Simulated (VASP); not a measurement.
# Ti in VASP: single point with r2SCAN+rVV10

Aim: the single point of Ti with r2SCAN+rVV10.

Everything below comes from runs of VASP 6.6.1. Logs are shortened: lines on timing, memory, paths and dates and some standing lists are left out, and cuts for length are marked.

### 1 The slab as given

The cell holds a slab with vacuum, 4 atoms: a = 2.924 Å, b = 2.924 Å, c = 28.932 Å, α = 90.00°, β = 90.00°, γ = 120.00°.

The cell was built by a generator and needn't be a form met in nature.

### 2 Single point, r2SCAN+rVV10

File POSCAR:

```
Ti
1.0
    2.9239437779      0.0000000000      0.0000000000
   -1.4619718890      2.5322095909      0.0000000000
    0.0000000000      0.0000000000     28.9321819660
Ti
4
Direct
    0.3333333333      0.6666666667      0.2073815244
    0.6666666667      0.3333333333      0.2817508717
    0.3333333333      0.6666666667      0.3656525470
    0.6666666667      0.3333333333      0.4416716961
```

File INCAR.step1:

```
ALGO = Normal
DIPOL = 0.5 0.5 0.324
EDIFF = 1E-4
ENCUT = 520
GGA = PE
IDIPOL = 3
ISMEAR = 1
LASPH = True
LCHARG = False
LDIPOL = True
LREAL = False
LWAVE = True
NBANDS = 32
NELM = 100
PREC = Accurate
SIGMA = 0.1
```

File INCAR.step2:

```
ALGO = Normal
BPARAM = 11.95
CPARAM = 0.0093
DIPOL = 0.5 0.5 0.324
EDIFF = 1E-6
ENCUT = 520
IDIPOL = 3
ISIF = 2
ISMEAR = 1
ISTART = 1
IVDW_NL = 2
LASPH = True
LCHARG = False
LDIPOL = True
LMIXTAU = True
LREAL = False
LUSE_VDW = True
LWAVE = False
METAGGA = R2SCAN
NBANDS = 32
NELM = 100
PREC = Accurate
SIGMA = 0.1
```

File KPOINTS:

```
k-points
0
Gamma
  15 15 1
```

Potentials or basis: VASP PAW PBE potentials, release 64 (Ti_sv).

Command:

```console
> cat potpaw_PBE.64/Ti_sv/POTCAR > POTCAR
> cp INCAR.step1 INCAR
> mpirun -np 1 vasp_std > vasp.out
> cp INCAR.step2 INCAR
> mpirun -np 1 vasp_std > vasp.out
```

OUTCAR:

```text
BPARAM = 11.95
   EDIFF = 1E-6
   ENCUT = 520
   ISIF = 2
   ISMEAR = 1
   ISTART = 1
   IVDW_NL = 2
   LASPH = True
   LREAL = False
   METAGGA = R2SCAN
   NELM = 100
   PREC = Accurate

 ion  position               nearest neighbor table
   1  0.333  0.667  0.207-   2 2.73   2 2.73   2 2.73
   2  0.667  0.333  0.282-   1 2.73   1 2.73   1 2.73
   3  0.333  0.667  0.366-   4 2.77   4 2.77   4 2.77
   4  0.667  0.333  0.442-   3 2.77   3 2.77   3 2.77

  LATTYP: Found a hexagonal cell.
 ALAT       =     2.9239437779
 C/A-ratio  =     9.8949173321

  Lattice vectors:

 A1 = (   2.9239437779,   0.0000000000,   0.0000000000)
 A2 = (  -1.4619718890,   2.5322095909,   0.0000000000)
 A3 = (   0.0000000000,   0.0000000000,  28.9321819660)

Analysis of symmetry for initial positions (statically):
=====================================================================
 Subroutine PRICEL returns:
 Original cell was already a primitive cell.

 Routine SETGRP: Setting up the symmetry group for a
 hexagonal supercell.

 Subroutine GETGRP returns: Found  6 space group operations
 (whereof  6 operations were pure point group operations)
 out of a pool of 24 trial point group operations.

The static configuration has the point symmetry C_3v.

Analysis of symmetry for dynamics (positions and initial velocities):
=====================================================================
 Subroutine PRICEL returns:
 Original cell was already a primitive cell.

 Routine SETGRP: Setting up the symmetry group for a
 hexagonal supercell.

 Subroutine GETGRP returns: Found  6 space group operations
 (whereof  6 operations were pure point group operations)
 out of a pool of 24 trial point group operations.

The dynamic configuration has the point symmetry C_3v.

 Subroutine INISYM returns: Found  6 space group operations
 (whereof  6 operations are pure point group operations),
 and found     1 'primitive' translations

----------------------------------------------------------------------------------------

                                     Primitive cell

  volume of cell :     214.2150

  direct lattice vectors                    reciprocal lattice vectors
     2.923943778  0.000000000  0.000000000     0.342003840  0.197456009  0.000000000
    -1.461971889  2.532209591  0.000000000     0.000000000  0.394912018  0.000000000
     0.000000000  0.000000000 28.932181966     0.000000000  0.000000000  0.034563587

  length of vectors
     2.923943778  2.923943778 28.932181966     0.394912018  0.394912018  0.034563587

  position of ions in fractional coordinates (direct lattice)
     0.333333333  0.666666667  0.207381524
     0.666666667  0.333333333  0.281750872
     0.333333333  0.666666667  0.365652547
     0.666666667  0.333333333  0.441671696

  ion indices of the primitive-cell ions
   primitive index   ion index
                 1           1
                 2           2
                 3           3
                 4           4

----------------------------------------------------------------------------------------

 KPOINTS: k-points

Automatic generation of k-mesh.
 Grid dimensions read from file:
 generate k-points for:   15   15    1

 Generating k-lattice:

  Cartesian coordinates                     Fractional coordinates (reciprocal lattice)
     0.022800256  0.013163734  0.000000000     0.066666667  0.000000000  0.000000000
     0.000000000  0.026327468  0.000000000     0.000000000  0.066666667  0.000000000
     0.000000000  0.000000000  0.034563587     0.000000000  0.000000000  1.000000000

  Length of vectors
     0.026327468  0.026327468  0.034563587

  Shift w.r.t. Gamma in fractional coordinates (k-lattice)
     0.000000000  0.000000000  0.000000000

 Subroutine IBZKPT returns following result:
 ===========================================

 Found     27 irreducible k-points:

 Following reciprocal coordinates:
            Coordinates               Weight
  0.000000  0.000000  0.000000      1.000000
  0.066667 -0.000000  0.000000      6.000000
  0.133333 -0.000000  0.000000      6.000000
  0.200000  0.000000  0.000000      6.000000
  0.266667 -0.000000  0.000000      6.000000
  0.333333  0.000000  0.000000      6.000000
[... 16 lines left out ...]
  0.333333  0.200000  0.000000     12.000000
  0.400000  0.200000  0.000000      6.000000
 [... further k-points ...]
   k-points           NKPTS =     27   k-points in BZ     NKDIM =     27   number of bands    NBANDS=     32
   number of dos      NEDOS =    301   number of ions     NIONS =      4
   total plane-waves  NPLWV = 124416
   dimension x,y,z NGX =    24 NGY =   24 NGZ =  216
   dimension x,y,z NGXF=    48 NGYF=   48 NGZF=  432
   ions per type =               4
   NGX,Y,Z   is equivalent  to a cutoff of  13.65, 13.65, 12.41 a.u.
   NGXF,Y,Z  is equivalent  to a cutoff of  27.29, 27.29, 24.82 a.u.
 SYSTEM =  unknown system
   PREC   = accura    normal or accurate (medium, high low for compatibility)
   ISTART =      1    job   : 0-new  1-cont  2-samecut
   ICHARG =      0    charge: 1-file 2-atom 10-const
   ISPIN  =      1    spin polarized calculation?
   LNONCOLLINEAR =      F non collinear calculations
   LSORBIT =      F    spin-orbit coupling
   LASPH  =      T    aspherical Exc in radial PAW
   ENCUT  =  520.0 eV  38.22 Ry    6.18 a.u.   5.44  5.44 53.79*2*pi/ulx,y,z
   NELM   =    100;   NELMIN=  2; NELMDL=  0     # of ELM steps
   EDIFF  = 0.1E-05   stopping-criterion for ELM
   LREAL  =      F    real-space projection
   EDIFFG = 0.1E-04   stopping-criterion for IOM
   NSW    =      0    number of steps for IOM
   IBRION =     -1    ionic relax: 0-MD 1-quasi-New 2-CG
   NFREE  =      0    steps in history (QN), initial steepest desc. (CG)
   ISIF   =      2    stress and relaxation
   ISYM   =      2    0-nonsym 1-usesym 2-fastsym
   POTIM  = 0.5000    time-step for ionic-motion
   TEBEG  =    0.0;   TEEND  =   0.0 temperature during run
   PSTRESS=    0.0 pullay stress
   NELECT =      48.0000    total number of electrons
   NUPDOWN=      -1.0000    fix difference up-down
   EMIN   =  10.00;   EMAX   =-10.00  energy-range for DOS
   EFERMI =   0.00;   METHOD = LEGACY
   ISMEAR =     1;   SIGMA  =   0.10  broadening in eV -4-tet -1-fermi 0-gaus
   EFERMI_NEDOS =   21; number of points for ismear=-14 and -15
   IALGO  =     38    algorithm
   IMIX   =      4    mixing-type and parameters
     AMIX     =   0.40;   BMIX     =  1.00
     AMIX_MAG =   1.60;   BMIX_MAG =  1.00
  volume/ion in A,a.u.               =      53.55       361.40
  Fermi-wavevector in a.u.,A,eV,Ry     =   0.994349  1.879046 13.452474  0.988729
  Thomas-Fermi vector in A             =   2.126293
   LORBIT       =      0    0 simple, 1 ext, 2 COOP (PROOUT), +10 PAW based schemes
   METAGGA = R2SCAN    functional components
   LHFCALC =     F    Hartree Fock is set to
   AEXX    =    0.0000 exact exchange contribution
   IVDW_NL    =     2    kernel type
   BPARAM     =11.9500
   IVDW    =     0    specifies the selected vdW correction
   LEPSILON=     F    determine dielectric tensor
   LRPA    =     F    only Hartree local field effects (RPA)
 non-spin polarized calculation
 Methfessel and Paxton  Order N= 1 SIGMA  =   0.10
  energy-cutoff  :      520.00
  volume of cell :      214.21
 maximum number of plane-waves:      5891
 NGX is ok and might be reduce to    24
   NGX = 11   NGY = 11   NGZ =107

 dipolmoment           0.000000      0.000000     -0.002080 electrons x Angstroem

 number of electron      47.9999991 magnetization

 dipolmoment           0.000000      0.000000      0.001920 electrons x Angstroem

 Free energy of the ion-electron system (eV)
  ---------------------------------------------------
  ext. energy  EPLUGINS =         0.00000000
  ---------------------------------------------------
  free energy    TOTEN  =       -48.47673218 eV

  energy without entropy =      -48.47904003  energy(sigma->0) =      -48.47750147

 E-fermi :  -0.3499     XC(G=0):  -4.6671

 val. band max:       -0.3667961961   @ k =   0.3333   0.0667   0.0000
 cond. band min:      -0.3241956155   @ k =   0.3333   0.2000   0.0000
 fundamental gap:      0.0426005806
 Fermi energy:        -0.3499074421

 k-point     1 :       0.0000    0.0000    0.0000
  band No.  band energies     occupation
      1     -59.6363      2.00000
      2     -59.6048      2.00000
      3     -59.4232      2.00000
      4     -59.3616      2.00000
      5     -35.1232      2.00000
      6     -35.0356      2.00000
[... 24 lines left out ...]
     31       0.8106     -0.00000
     32       0.8535     -0.00000

 k-point     2 :       0.0667   -0.0000    0.0000
  band No.  band energies     occupation
      1     -59.6323      2.00000
      2     -59.6006      2.00000
      3     -59.4200      2.00000
      4     -59.3591      2.00000
      5     -35.1149      2.00000
      6     -35.0315      2.00000
[... 24 lines left out ...]
     31       0.7815     -0.00000
     32       0.8532     -0.00000

 k-point     3 :       0.1333   -0.0000    0.0000
  band No.  band energies     occupation
      1     -59.6211      2.00000
      2     -59.5889      2.00000
      3     -59.4109      2.00000
      4     -59.3523      2.00000
      5     -35.0916      2.00000
      6     -35.0206      2.00000
[... 24 lines left out ...]
     31       0.8447     -0.00000
     32       0.9327     -0.00000

 k-point     4 :       0.2000    0.0000    0.0000
  band No.  band energies     occupation
      1     -59.6045      2.00000
      2     -59.5716      2.00000
      3     -59.3975      2.00000
      4     -59.3424      2.00000
      5     -35.0576      2.00000
      6     -35.0074      2.00000
[... 654 lines left out ...]
     31       1.8749      0.00000
     32       2.0909      0.00000

 k-point    23 :       0.3333    0.2000    0.0000
  band No.  band energies     occupation
      1     -59.5395      2.00000
      2     -59.5031      2.00000
      3     -59.3430      2.00000
      4     -59.3069      2.00000
      5     -35.0159      2.00000
      6     -34.9950      2.00000
[... 24 lines left out ...]
     31       1.9671      0.00000
     32       2.3947      0.00000

 k-point    24 :       0.4000    0.2000    0.0000
  band No.  band energies     occupation
      1     -59.5362      2.00000
      2     -59.4996      2.00000
      3     -59.3401      2.00000
      4     -59.3053      2.00000
      5     -35.0218      2.00000
      6     -34.9983      2.00000
[... 24 lines left out ...]
     31       2.0197      0.00000
     32       2.5786      0.00000

 [... further k-points ...]

------------------------ aborting loop because EDIFF is reached ----------------------------------------

 vacuum level on the upper side and lower side of the slab       (xc-potential included)         0.059        -0.021

  FORCE on cell =-STRESS in cart. coord.  units (eV):
  Direction    XX          YY          ZZ          XY          YZ          ZX
  --------------------------------------------------------------------------------------
  -------------------------------------------------------------------------------------
  Total       -0.4627977     -0.4627977     -0.3971887      0.0000000      0.0000000      0.0000000
  in kB       -3.4614010     -3.4614010     -2.9706918      0.0000000      0.0000000      0.0000000
  external PRESSURE =      -3.2978313 kB  Pullay stress =       0.0000000 kB

 VOLUME and BASIS-vectors are now :
 -----------------------------------------------------------------------------
  energy-cutoff  :      520.00
  volume of cell :      214.21
      direct lattice vectors                 reciprocal lattice vectors
     2.923943778  0.000000000  0.000000000     0.342003840  0.197456009  0.000000000
    -1.461971889  2.532209591  0.000000000     0.000000000  0.394912018  0.000000000
     0.000000000  0.000000000 28.932181966     0.000000000  0.000000000  0.034563587

 POSITION                                       TOTAL-FORCE (eV/Angst)
 -----------------------------------------------------------------------------------
     -0.00000      1.68814      6.00000        -0.000000     -0.000000     -0.026378
      1.46197      0.84407      8.15167         0.000000     -0.000000     -0.003407
     -0.00000      1.68814     10.57913         0.000000      0.000000      0.254184
      1.46197      0.84407     12.77853        -0.000000     -0.000000     -0.224400
 -----------------------------------------------------------------------------------
    total drift:                               -0.000000     -0.000000     -0.000093

  FREE ENERGIE OF THE ION-ELECTRON SYSTEM (eV)
  ---------------------------------------------------
  free  energy   TOTEN  =       -48.4767321825 eV

  energy  without entropy=      -48.4790400322  energy(sigma->0) =      -48.47750147

 vacuum level on the upper side and lower side of the slab         4.408         4.319
```

It took 31 min on 1 thread of Intel Xeon Platinum 8559C (Emerald Rapids), shared host; peak memory 0.87 GiB.

What came out:

```
Free energy            : -48.4767 eV
Largest force          : 0.254 eV/Å
Band gap on the k mesh : none (metal or under the smearing width)
```

Forces in eV/Å, atoms in the order of the input:
```
Ti   0.000  0.000 -0.026
Ti   0.000  0.000 -0.003
Ti   0.000  0.000  0.254
Ti   0.000  0.000 -0.224
```

Levels at points of the mesh, in eV from the Fermi level:
| k point | band 21 | band 22 | band 23 | band 24 | band 25 | band 26 | band 27 | band 28 |
| --- | --- | --- | --- | --- | --- | --- | --- | --- |
| (0.00, 0.00, 0.00) | -0.35 | -0.05 | 0.37 | 0.74 | 0.74 | 0.79 | 0.80 | 0.80 |

Caveat: the PAW data sets were made with another functional, which shifts forces and pressure a little.
